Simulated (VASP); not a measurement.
# CoO (R3m) in VASP: a series of runs

Aim: see how the results for CoO move with the level of theory and the settings. Levels: PBEsol, revTPSS+D4, RPBE. Tasks: single point, electrostatic potential.

Program: VASP 6.6.1. These are calculated values, not measurements. Logs are shortened: lines on timing, memory, paths and dates and some standing lists are left out, and cuts for length are marked.

## Step 1: Starting point

The structure is trigonal, space group R3m (No. 160). The conventional cell has a = 3.204 Å, b = 3.204 Å, c = 7.699 Å, α = 90.00°, β = 90.00°, γ = 120.00°. Around Co (site symmetry 3m) lie 4 O at 1.91 to 1.96 Å. O (site symmetry 3m) is surrounded by 4 Co at 1.91 to 1.96 Å.

Measurements of this composition are mostly on another form, of space group No. 225.

## Step 2: Single point, PBEsol, collinear spin, ferromagnetic start

Contents of INCAR:

```
SYSTEM = CoO
ALGO = Fast
EDIFF = 1E-6
ENCUT = 520
GGA = PS
ISIF = 2
ISMEAR = 0
ISPIN = 2
LASPH = .True.
LCHARG = .True.
LELF = .True.
LMAXMIX = 4
LORBIT = 11
LREAL = .False.
LVHAR = .True.
LWAVE = .False.
MAGMOM = 2 0
NELM = 150
PREC = Accurate
SIGMA = 0.05
```

Contents of KPOINTS:

```
k-points
0
Gamma
  10 10 10
  0 0 0
```

Contents of POSCAR:

```
CoO
1.0
    1.6022198417      0.9250420569      2.5664708903
   -1.6022198417      0.9250420569      2.5664708903
    0.0000000000     -1.8500841138      2.5664708903
Co O
1 1
Cartesian
    0.0000000000      0.0000000000      7.6915463350
    0.0000000000      0.0000000000      5.7824208345
```

Potentials or basis: VASP PAW PBE potentials, release 54 (Co, O).

On the command line:

```sh
cat potpaw_PBE.54/Co/POTCAR potpaw_PBE.54/O/POTCAR > POTCAR
mpirun -np 1 vasp_std > vasp.out
```

OUTCAR:

```text
SYSTEM = CoO
   EDIFF = 1E-6
   ENCUT = 520
   GGA = PS
   ISIF = 2
   ISMEAR = 0
   ISPIN = 2
   LASPH = .True.
   LORBIT = 11
   LREAL = .False.
   NELM = 150
   PREC = Accurate

 ion  position               nearest neighbor table
   1  0.999  0.999  0.999-   2 1.91   2 1.96   2 1.96   2 1.96
   2  0.751  0.751  0.751-   1 1.91   1 1.96   1 1.96   1 1.96

  LATTYP: Found a trigonal (rhomboedric) cell.
 ALAT       =     3.1637926700
 COS(alpha) =     0.4870699110

  Lattice vectors:

 A1 = (   1.6022198417,   0.9250420569,   2.5664708903)
 A2 = (  -1.6022198417,   0.9250420569,   2.5664708903)
 A3 = (   0.0000000000,  -1.8500841138,   2.5664708903)

Analysis of symmetry for initial positions (statically):
=====================================================================
 Subroutine PRICEL returns:
 Original cell was already a primitive cell.

 Routine SETGRP: Setting up the symmetry group for a
 trigonal (rhombohedral) supercell.

 Subroutine GETGRP returns: Found  6 space group operations
 (whereof  6 operations were pure point group operations)
 out of a pool of 12 trial point group operations.

The static configuration has the point symmetry C_3v.

Analysis of symmetry for dynamics (positions and initial velocities):
=====================================================================
 Subroutine PRICEL returns:
 Original cell was already a primitive cell.

 Routine SETGRP: Setting up the symmetry group for a
 trigonal (rhombohedral) supercell.

 Subroutine GETGRP returns: Found  6 space group operations
 (whereof  6 operations were pure point group operations)
 out of a pool of 12 trial point group operations.

The dynamic configuration has the point symmetry C_3v.

Analysis of structural, dynamic, and magnetic symmetry:
=====================================================================
 Subroutine PRICEL returns:
 Original cell was already a primitive cell.

 Routine SETGRP: Setting up the symmetry group for a
 trigonal (rhombohedral) supercell.

 Subroutine GETGRP returns: Found  6 space group operations
 (whereof  6 operations were pure point group operations)
 out of a pool of 12 trial point group operations.

The overall configuration has the point symmetry C_3v.

 Subroutine INISYM returns: Found  6 space group operations
 (whereof  6 operations are pure point group operations),
 and found     1 'primitive' translations

----------------------------------------------------------------------------------------

[... 164 lines left out ...]
  free energy    TOTEN  =       -14.21698865 eV

  energy without entropy =      -14.21346862  energy(sigma->0) =      -14.21522864

 E-fermi :   5.8854     XC(G=0): -11.4934

 val. band max:        5.8834111050   @ k =  -0.3000   0.4000   0.2000
 cond. band min:       5.8854652763   @ k =  -0.4000   0.5000   0.3000
 fundamental gap:      0.0020541713
 Fermi energy:         5.8853607102

 spin component 1

 k-point     1 :       0.0000    0.0000    0.0000
  band No.  band energies     occupation
      1     -14.1237      1.00000
      2      -0.3674      1.00000
      3      -0.3139      1.00000
      4      -0.3139      1.00000
      5       3.5674      1.00000
      6       3.5674      1.00000
      7       5.9420      0.05445
      8       6.1344      0.00000
      9       6.1344      0.00000
     10       6.2911      0.00000
     11      19.7519      0.00000
     12      19.7520      0.00000
[... 573 lines left out ...]
      1     -13.9249      1.00000
      2      -0.7495      1.00000
      3      -0.2410      1.00000
      4      -0.1778      1.00000
      5       3.3899      1.00000
      6       3.6170      1.00000
      7       5.2725      1.00000
      8       5.7681      0.99955
      9       5.9941      0.00105
     10       7.6532      0.00000
     11      17.7018      0.00000
     12      19.5273      0.00000

 [... further k-points ...]

 spin component 2

 k-point     1 :       0.0000    0.0000    0.0000
  band No.  band energies     occupation
      1     -13.5634      1.00000
      2       0.8198      1.00000
      3       0.8996      1.00000
      4       0.8996      1.00000
      5       5.4271      1.00000
      6       5.4271      1.00000
      7       6.4339      0.00000
      8       8.3942      0.00000
      9       8.3942      0.00000
     10       8.4836      0.00000
     11      20.2296      0.00000
     12      20.2320      0.00000
[... 573 lines left out ...]
      1     -13.3543      1.00000
      2       0.2331      1.00000
      3       0.8962      1.00000
      4       0.9799      1.00000
      5       5.2745      1.00000
      6       5.4948      1.00000
      7       7.4524      0.00000
      8       8.0741      0.00000
      9       8.1112      0.00000
     10       8.4838      0.00000
     11      18.1790      0.00000
     12      20.0359      0.00000

 [... further k-points ...]

------------------------ aborting loop because EDIFF is reached ----------------------------------------

  FORCE on cell =-STRESS in cart. coord.  units (eV):
  Direction    XX          YY          ZZ          XY          YZ          ZX
  --------------------------------------------------------------------------------------
  -------------------------------------------------------------------------------------
  Total       -1.3605389     -1.3605389     -0.6586551      0.0000000      0.0000000      0.0000000
  in kB      -95.5103339    -95.5103339    -46.2378299      0.0000000      0.0000000      0.0000000
  external PRESSURE =     -79.0861659 kB  Pullay stress =       0.0000000 kB

 VOLUME and BASIS-vectors are now :
 -----------------------------------------------------------------------------
  energy-cutoff  :      520.00
  volume of cell :       22.82
      direct lattice vectors                 reciprocal lattice vectors
     1.602219842  0.925042057  2.566470890     0.312067038  0.180171988  0.129880037
    -1.602219842  0.925042057  2.566470890    -0.312067038  0.180171988  0.129880037
     0.000000000 -1.850084114  2.566470890     0.000000000 -0.360343977  0.129880037

 POSITION                                       TOTAL-FORCE (eV/Angst)
 -----------------------------------------------------------------------------------
      0.00000      0.00000      7.69155         0.000000     -0.000000      0.212229
      0.00000      0.00000      5.78242         0.000000      0.000000     -0.212229
 -----------------------------------------------------------------------------------
    total drift:                                0.000000      0.000000     -0.000020

  FREE ENERGIE OF THE ION-ELECTRON SYSTEM (eV)
  ---------------------------------------------------
  free  energy   TOTEN  =       -14.2169886499 eV

  energy  without entropy=      -14.2134686244  energy(sigma->0) =      -14.21522864

 total charge

# of ion       s       p       d       tot
------------------------------------------
    1        0.349   0.455   7.202   8.006
    2        1.547   3.417   0.000   4.964
--------------------------------------------------
tot          1.896   3.872   7.202  12.970

 magnetization (x)

# of ion       s       p       d       tot
------------------------------------------
    1        0.018   0.051   2.329   2.397
    2        0.021   0.292   0.000   0.313
--------------------------------------------------
tot          0.039   0.343   2.329   2.711
```

OSZICAR:

```text
N       E                     dE             d eps       ncg     rms          rms(c)
DAV:   1     0.877640001761E+02    0.87764E+02   -0.71192E+03  5608   0.137E+03
DAV:   2    -0.974926042852E+01   -0.97513E+02   -0.87470E+02  5804   0.280E+02
DAV:   3    -0.167895242822E+02   -0.70403E+01   -0.67591E+01  6428   0.873E+01
DAV:   4    -0.168960808899E+02   -0.10656E+00   -0.10644E+00  6292   0.112E+01
DAV:   5    -0.168987531586E+02   -0.26723E-02   -0.26722E-02  6624   0.180E+00    0.175E+01
RMM:   6    -0.168198201905E+02    0.78933E-01   -0.20035E+01  6140   0.602E+01    0.252E+01
RMM:   7    -0.142730551131E+02    0.25468E+01   -0.56470E+00  5588   0.319E+01    0.772E+00
RMM:   8    -0.142378630156E+02    0.35192E-01   -0.56023E-02  6341   0.276E+00    0.420E+00
RMM:   9    -0.142111308588E+02    0.26732E-01   -0.71192E-02  6487   0.243E+00    0.102E+00
RMM:  10    -0.142182204556E+02   -0.70896E-02   -0.97506E-03  6425   0.131E+00    0.509E-01
RMM:  11    -0.142169302722E+02    0.12902E-02   -0.22732E-03  6368   0.517E-01    0.130E-01
RMM:  12    -0.142169777725E+02   -0.47500E-04   -0.57839E-04  6910   0.278E-01    0.766E-02
RMM:  13    -0.142169858443E+02   -0.80718E-05   -0.11303E-04  7661   0.107E-01    0.509E-02
RMM:  14    -0.142169907862E+02   -0.49419E-05   -0.42428E-05  6607   0.627E-02    0.374E-02
RMM:  15    -0.142169879021E+02    0.28841E-05   -0.13749E-05  6697   0.403E-02    0.618E-03
RMM:  16    -0.142169886499E+02   -0.74782E-06   -0.57987E-06  5619   0.209E-02
   1 F= -.14216989E+02 E0= -.14215229E+02  d E =-.352003E-02  mag=     2.7938
```

It took 46 s on 1 thread of Intel Xeon Platinum 8488C (Sapphire Rapids), shared host; peak memory 0.19 GiB.

What came out:

```yaml
Free_energy: -14.2170 eV
Pressure: -7.9 GPa
Largest_force: 0.212 eV/Å
Band_gap_on_the_k_mesh: none (metal or under the smearing width)
Net_moment: 2.79 μB per cell
Site_moments: Co +2.40; O +0.31 μB
Valence_electrons_inside_the_program's_atomic_spheres: Co 8.01; O 4.96
```

Forces on the atoms (eV/Å):
```
Co   0.000  0.000  0.212
O    0.000  0.000 -0.212
```

Caveat: the PAW data sets were made with another functional, which shifts forces and pressure a little; a cell with one magnetic atom can't hold antiferromagnetic order, which such compounds often take; semilocal functionals often make such compounds metallic where correlation or magnetic order opens a gap, which also shifts bond lengths. With open d or f shells a metallic result of PBEsol can be an artefact of self-interaction; +U or a hybrid may open a gap.

## Step 3: Single point, PBEsol, collinear spin, ferromagnetic start

Contents of run.py:

```python
from ase import Atoms
from ase.calculators.vasp import Vasp
from ase.dft.bandgap import bandgap

atoms = Atoms(
    ['Co', 'O'],
    cell=[[1.6022198417, 0.9250420569, 2.5664708903], [-1.6022198417, 0.9250420569, 2.5664708903], [0.0, -1.8500841138, 2.5664708903]],
    scaled_positions=[[0.99897832, 0.99897832, 0.99897832], [0.75102103, 0.75102103, 0.75102103]],
    pbc=True,
)
atoms.set_initial_magnetic_moments([2.0, 0.0])
calc = Vasp(
    directory='calc',
    xc='pbesol',
    pp='PBE',
    setups='recommended',
    pp_version='54',
    prec='Accurate',
    encut=520,
    ediff=1e-07,
    ismear=0,
    sigma=0.05,
    lreal=False,
    lasph=True,
    nelm=100,
    algo='Normal',
    isif=2,
    lwave=False,
    lcharg=False,
    ispin=2,
    lorbit=11,
    lmaxmix=4,
    kpts=[10, 10, 10],
    gamma=True,
    nbands=18,
)
atoms.calc = calc

print('energy (eV):', atoms.get_potential_energy())
print('free energy (eV):', atoms.get_potential_energy(force_consistent=True))
print('forces (eV/A):')
print(atoms.get_forces())
print('stress (eV/A^3, Voigt):', atoms.get_stress())
print('Fermi level (eV):', calc.get_fermi_level())
print('moment (muB):', atoms.get_magnetic_moment())
print('site moments (muB):', atoms.get_magnetic_moments())
gap, top, bottom = bandgap(calc)
print('band gap (eV):', gap, 'from (spin, k, band)', top, 'to', bottom)
```

Potentials or basis: VASP PAW PBE potentials, release 54 (Co, O).

On the command line:

```sh
python run.py
```

It took 56 s on 1 thread of Intel Xeon Platinum 8488C (Sapphire Rapids), shared host; peak memory 0.2 GiB.

It converged, with:

- Free energy: -14.2170 eV
- Pressure: -7.9 GPa
- Largest force: 0.212 eV/Å
- Band gap on the k mesh: none (metal or under the smearing width)
- Net moment: 2.79 μB per cell
- Site moments: Co +2.40; O +0.31 μB
- Valence electrons inside the program's atomic spheres: Co 8.01; O 4.96

Forces in eV/Å, atoms in the order of the input:
```
Co   0.000  0.000  0.212
O    0.000  0.000 -0.212
```

Stress tensor (GPa, compression positive):
```
-9.52  0.00  0.00
 0.00 -9.52  0.00
 0.00  0.00 -4.59
```

Levels at points of the mesh, in eV from the Fermi level:
Spin up:
| k point | band 5 | band 6 | band 7 | band 8 | band 9 | band 10 | band 11 | band 12 | band 13 | band 14 |
| --- | --- | --- | --- | --- | --- | --- | --- | --- | --- | --- |
| (0.00, 0.00, 0.00) | -2.32 | -2.32 | 0.06 | 0.25 | 0.25 | 0.41 | 13.87 | 13.87 | 14.45 | 19.96 |
| (0.50, 0.00, 0.00) | -2.50 | -2.24 | -2.24 | -0.55 | -0.49 | 5.60 | 6.84 | 13.41 | 13.77 | 17.35 |
| (0.50, 0.50, 0.00) | -3.19 | -2.01 | -1.85 | -1.69 | -1.61 | 5.11 | 9.84 | 10.94 | 14.02 | 14.34 |
| (0.50, 0.50, 0.50) | -2.57 | -2.27 | -2.27 | -0.67 | -0.67 | 5.56 | 7.16 | 13.32 | 13.32 | 17.08 |
Spin down:
| k point | band 3 | band 4 | band 5 | band 6 | band 7 | band 8 | band 9 | band 10 |
| --- | --- | --- | --- | --- | --- | --- | --- | --- |
| (0.00, 0.00, 0.00) | -4.99 | -4.99 | -0.46 | -0.46 | 0.55 | 2.51 | 2.51 | 2.60 |
| (0.50, 0.00, 0.00) | -4.81 | -4.78 | -0.26 | -0.24 | 0.15 | 1.65 | 1.68 | 6.07 |
| (0.50, 0.50, 0.00) | -4.53 | -4.49 | -0.94 | -0.07 | 0.07 | 0.79 | 0.86 | 6.07 |
| (0.50, 0.50, 0.50) | -4.73 | -4.73 | -0.22 | -0.22 | -0.01 | 1.53 | 1.53 | 6.02 |

Caveat: the PAW data sets were made with another functional, which shifts forces and pressure a little; a cell with one magnetic atom can't hold antiferromagnetic order, which such compounds often take; semilocal functionals often make such compounds metallic where correlation or magnetic order opens a gap, which also shifts bond lengths.

## Step 4: Electrostatic potential, revTPSS+D4, collinear spin, ferromagnetic start

Contents of INCAR:

```
PREC = Accurate
ENCUT = 600
EDIFF = 1E-6
ISMEAR = 0
SIGMA = 0.05
LREAL = False
LASPH = True
NELM = 120
ALGO = Normal
ISIF = 2
LWAVE = False
LCHARG = True
ISPIN = 2
MAGMOM = 2 0
LORBIT = 11
LMAXMIX = 4
METAGGA = RTPSS
LMIXTAU = True
IVDW = 13
VDW_S6 = 1.0
VDW_S8 = 1.53089454
VDW_A1 = 0.44880597
VDW_A2 = 4.64042317
LVHAR = True
```

Contents of KPOINTS:

```
Automatic mesh
0
Gamma
  10 10 10
```

POSCAR is that of step 2.

Potentials or basis: VASP PAW PBE potentials, release 64 (Co_sv_GW, O_GW).

On the command line:

```sh
cat potpaw_PBE.64/Co_sv_GW/POTCAR potpaw_PBE.64/O_GW/POTCAR > POTCAR
mpirun -np 1 vasp_std > vasp.out
```

It took 9.1 min on 1 thread of Intel Xeon Platinum 8488C (Sapphire Rapids), shared host; peak memory 0.27 GiB.

The run converged. Its results:

| Property | Result |
| --- | --- |
| Free energy | -13.3914 eV |
| Pressure | -3.8 GPa |
| Largest force | 0.336 eV/Å |
| Band gap on the k mesh | none (metal or under the smearing width) |
| Net moment | 2.77 μB per cell |
| Site moments | Co +2.39; O +0.24 μB |
| Valence electrons inside the program's atomic spheres | Co 15.09; O 4.93 |
| Dispersion energy per atom | -0.261 eV |

Forces on the atoms (eV/Å):
```
Co   0.000  0.000  0.336
O    0.000  0.000 -0.336
```

Stress tensor (GPa, compression positive):
```
-5.85  0.00  0.00
 0.00 -5.85  0.00
 0.00  0.00  0.19
```

Levels at points of the mesh, in eV from the Fermi level:
Spin up:
| k point | band 9 | band 10 | band 11 | band 12 | band 13 | band 14 | band 15 | band 16 |
| --- | --- | --- | --- | --- | --- | --- | --- | --- |
| (0.00, 0.00, 0.00) | -2.11 | -2.11 | -0.17 | 0.26 | 0.26 | 0.40 | 14.14 | 14.14 |
| (0.50, 0.00, 0.00) | -2.62 | -2.11 | -2.09 | -0.52 | -0.48 | 5.57 | 6.80 | 13.55 |
| (0.50, 0.50, 0.00) | -3.36 | -1.97 | -1.79 | -1.77 | -1.40 | 4.91 | 10.00 | 11.02 |
| (0.50, 0.50, 0.50) | -2.70 | -2.14 | -2.14 | -0.63 | -0.63 | 5.53 | 7.11 | 13.45 |
Spin down:
```
           k point  band 8  band 9  band 10  band 11  band 12  band 13
(0.00, 0.00, 0.00)   -4.83   -0.82    -0.82     0.51     3.22     3.22
(0.50, 0.00, 0.00)   -4.72   -0.54    -0.50     0.90     2.35     2.38
(0.50, 0.50, 0.00)   -4.45   -0.46    -0.39    -0.19     1.61     1.67
(0.50, 0.50, 0.50)   -4.67   -0.48    -0.48     0.72     2.23     2.23
```

Caveat: the PAW data sets were made with another functional, which shifts forces and pressure a little; a cell with one magnetic atom can't hold antiferromagnetic order, which such compounds often take; semilocal functionals often make such compounds metallic where correlation or magnetic order opens a gap, which also shifts bond lengths; pairwise dispersion overbinds metals, which lowers pressure and volume.

[end of part 1 of 2]
